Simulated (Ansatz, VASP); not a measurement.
**Two plane-wave programs on Lu**

Contents of INCAR:

```
PREC = Accurate
ENCUT = 600
EDIFF = 1E-7
ISMEAR = -1
SIGMA = 0.05
LREAL = F
LASPH = T
NELM = 60
ALGO = Fast
ISIF = 3
LWAVE = F
LCHARG = F
GGA = PE
IBRION = 2
NSW = 60
EDIFFG = -0.02
```

Contents of KPOINTS:

```
regular mesh
0
Gamma
  10 10 10
```

POSCAR

```
Lu
1.0
   -1.9541071088      1.9541071088      1.9541071088
    1.9541071088     -1.9541071088      1.9541071088
    1.9541071088      1.9541071088     -1.9541071088
Lu
1
Direct
    0.0000000000      0.0000000000      0.0000000000
```

The input input.yaml:

```yaml
crystal:
  lattice:
    - [-1.9541071088, 1.9541071088, 1.9541071088]
    - [1.9541071088, -1.9541071088, 1.9541071088]
    - [1.9541071088, 1.9541071088, -1.9541071088]
  atoms:
    - { symbol: Lu, position: [0.0, 0.0, 0.0] }
hamiltonian:
  xc: pbe
  pseudopotentials: { kind: paw }
kpoints:
  mp_grid: { grid: [10, 10, 10] }
scf:
  occupations: { method: fermi_dirac, width: 0.05 }
output:
  forces: true
  stress: true
  eigenvalues: true
relax:
  f_tol: 0.01
  max_steps: 40
  cell: { stress_tol: 0.05 }
```

This isn't the form of Lu at room conditions, which is hcp.

Alike in both runs: task relaxation of cell and atoms; functional PBE; k mesh 10 × 10 × 10; occupations fermi-dirac, width 0.05 eV; no spin polarisation.

|  | VASP | Ansatz |
| --- | --- | --- |
| version | VASP 6.6.1 | Ansatz 0.2.0 |
| potentials or method | VASP PAW PBE potentials, release 64 (Lu) | Ansatz PAW |
| plane-wave cutoff (eV) | 600 | 420 |
| valence electrons in the cell | 25 | 25 |

VASP gave:

```
gap on the k mesh at the Fermi level, each at its own relaxed structure (eV) : none
relaxed volume (Å³/atom)                                                     : 30.04
relaxed cell length with the largest relative difference (Å)                 : 3.392
```

Problem. Which values does Ansatz return?

Solution. gap on the k mesh at the Fermi level, each at its own relaxed structure (eV): none; relaxed volume (Å³/atom): 29.60; relaxed cell length with the largest relative difference (Å): 3.375.

A gap of «none» marks a metal or a gap that the smearing closes.

Caveats: the plane-wave basis is chosen anew once the cell has moved, so the energies of steps on either side of that aren't comparable (Ansatz). Spin-orbit coupling is left out, which matters for the levels of Lu.
